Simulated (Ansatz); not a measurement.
# Al4Ni4H: the cost of one run

Program: Ansatz 0.2.0. Level of theory: DFT PBE+D3(BJ), scalar-relativistic, plane waves, PAW. These are calculated values, not measurements.

2 further runs of the same task are left out: 2 set aside as unsound or not needed.

## (1) The system as given

Symmetry: Pmm2, No. 25, orthorhombic system. Conventional cell: a = 2.857 Å, b = 4.041 Å, c = 23.062 Å, α = 90.00°, β = 90.00°, γ = 90.00°. Al (site symmetry mm2) is surrounded by 6 Ni at 2.47 Å. Around Ni (site symmetry mm2) lie 6 Al at 2.47 Å. Al (site symmetry mm2) has 8 Ni at 2.45 to 2.47 Å as nearest neighbours. Ni (site symmetry mm2) is surrounded by 8 Al at 2.47 to 2.48 Å and 6 Ni at 2.84 to 2.86 Å. Around Al (site symmetry mm2) lie 8 Ni at 2.40 to 2.48 Å. Around Ni (site symmetry mm2) lie 8 Al at 2.45 to 2.58 Å and 6 Ni at 2.82 to 2.86 Å. Al (site symmetry mm2) has 6 Ni at 2.48 to 2.58 Å as nearest neighbours. Ni (site symmetry mm2) has 6 Al at 2.40 to 2.48 Å as nearest neighbours.

Coordinates:

```xyz
8
Lattice="2.8574 0.0000 0.0000 0.0000 4.0410 0.0000 0.0000 0.0000 23.0615" Properties=species:S:1:pos:R:3 pbc="T T T"
Al    0.0000    2.0205    8.5000
Ni    1.4287    0.0000    8.5000
Al    0.0000    0.0000   10.5205
Ni    1.4287    2.0205   10.5205
Al    0.0000    2.0205   12.5488
Ni    1.4287    0.0000   12.5157
Al    0.0000    0.0000   14.6596
Ni    1.4287    2.0205   14.4783
```

Miller indices refer to the conventional cell of the relaxed bulk, Pm-3m (No. 221): a = 2.857 Å, b = 2.857 Å, c = 2.857 Å, α = 90.00°, β = 90.00°, γ = 90.00°.

This (110) slab, 6.1 Å thick as cut, with 17 Å of vacuum; its outer planes are AlNi (top) and AlNi (bottom), was relaxed beforehand with its lower half held: -25514.4338 eV, work function 4.72 eV (top face), 4.87 eV (bottom face), dipole along +c 0.009 e·Å per cell.

## (2) Start: H, top (Al)

Input file input.yaml:

```yaml
crystal:
  lattice:
    - [2.8574230047, 0.0, 0.0]
    - [0.0, 4.0410063667, 0.0]
    - [0.0, 0.0, 25.0615095501]
  atoms:
    - { symbol: Al, position: [0.0, 0.5, 0.3391655233] }
    - { symbol: Ni, position: [0.5, 0.0, 0.3391655233] }
    - { symbol: Al, position: [0.0, 0.0, 0.4197872902] }
    - { symbol: Ni, position: [0.5, 0.5, 0.4197872902] }
    - { symbol: Al, position: [0.0, 0.5, 0.5007189355] }
    - { symbol: Ni, position: [0.5, 0.0, 0.4993986428] }
    - { symbol: Al, position: [0.0, 0.0, 0.5849429735] }
    - { symbol: Ni, position: [0.5, 0.5, 0.5777112587] }
    - { symbol: H, position: [0.0, 0.0, 0.6455937494] }
basis:
  ecutwfc: 420
kpoints:
  mp_grid: { grid: [10, 7, 1] }
hamiltonian:
  xc: pbe
  dispersion: d3bj
scf:
  occupations: { method: gaussian, width: 0.1 }
output:
  forces: true
  eigenvalues: true
relax:
  adjacent_minimum: "off"
  f_tol: 0.03
  max_steps: 70
  constraints: [{ sites: [0, 1, 2, 3] }]
efield:
  axis: 3
  dipole_correction: true
```

On the command line:

```bash
$ ansatz run input.yaml --threads 1 --pin off --max-ram 2560MiB --backend cpu --events-out ev --progress --plain --runs-dir out
```

Q: Estimate wall time and peak memory on 1 thread of AMD EPYC (Zen 3), shared host.

About 7.2 min, with a peak of 0.62 GiB.
